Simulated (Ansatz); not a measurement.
**Bi2Se3 (Paraguanajuatite): single point with HSE06**

Crystal: Bi2Se3 (Paraguanajuatite).

```
Bi Se
1.0
     2.07150    1.19598    9.54533
    -2.07150    1.19598    9.54533
     0.00000   -2.39196    9.54533
Bi Se
2 3
Direct
  0.59920 0.59920 0.59920
  0.40080 0.40080 0.40080
  0.78830 0.78830 0.78830
  0.21170 0.21170 0.21170
  0.00000 0.00000 0.00000
```

```json
{
  "Program": "Ansatz 0.2.0",
  "Task": "single point",
  "Functional": "HSE06",
  "Potentials or basis": "Ansatz PAW",
  "Cutoff": "420 eV (not typed: the program's choice for these potentials)",
  "k mesh": "6 × 6 × 6",
  "Occupations": "fermi-dirac, width 0.05 eV",
  "Spin": "no spin polarisation"
}
```

The pressure is 0.6 GPa, the largest force is 0.169 eV/Å and the band gap on the k mesh is 0.65 eV, direct.

Forces in eV/Å, atoms in the order of the input:
```
Bi   0.000  0.000  0.017
Bi   0.000  0.000 -0.017
Se   0.000  0.000 -0.169
Se   0.000  0.000  0.169
Se   0.000  0.000  0.000
```

Stress tensor (GPa, compression positive):
```
0.54 0.00 0.00
0.00 0.54 0.00
0.00 0.00 0.79
```

Levels at points of the mesh, in eV from the valence-band top:
| k point | band 36 | band 37 | band 38 | band 39 | band 40 | band 41 | band 42 | band 43 |
| --- | --- | --- | --- | --- | --- | --- | --- | --- |
| (0.00, 0.00, 0.00) | -2.15 | -1.45 | -1.45 | 0.00 | 0.65 | 1.82 | 1.82 | 2.65 |
| (0.00, 0.00, -0.50) | -3.34 | -2.43 | -1.48 | -0.64 | 1.29 | 2.40 | 3.55 | 3.75 |
| (0.00, -0.50, -0.50) | -2.10 | -2.08 | -1.92 | -1.14 | 1.79 | 2.44 | 3.12 | 3.59 |
| (-0.50, -0.50, -0.50) | -1.63 | -1.63 | -1.55 | -0.46 | 1.02 | 2.15 | 2.15 | 2.55 |

Run time: 97 s on 1 × NVIDIA H100 80GB HBM3 with 2 threads of AMD EPYC 7R13 Processor (Zen 3), on a shared host, peak memory 7 GiB.

Caveat: spin-orbit coupling is left out, which as a rule narrows the gap of such compounds by several tenths of an eV; the PAW data sets come from PBE, with cores solved anew for the run's functional, which leaves a small shift of forces and pressure; the thresholds are loose for stress. A k mesh can miss the band edges.
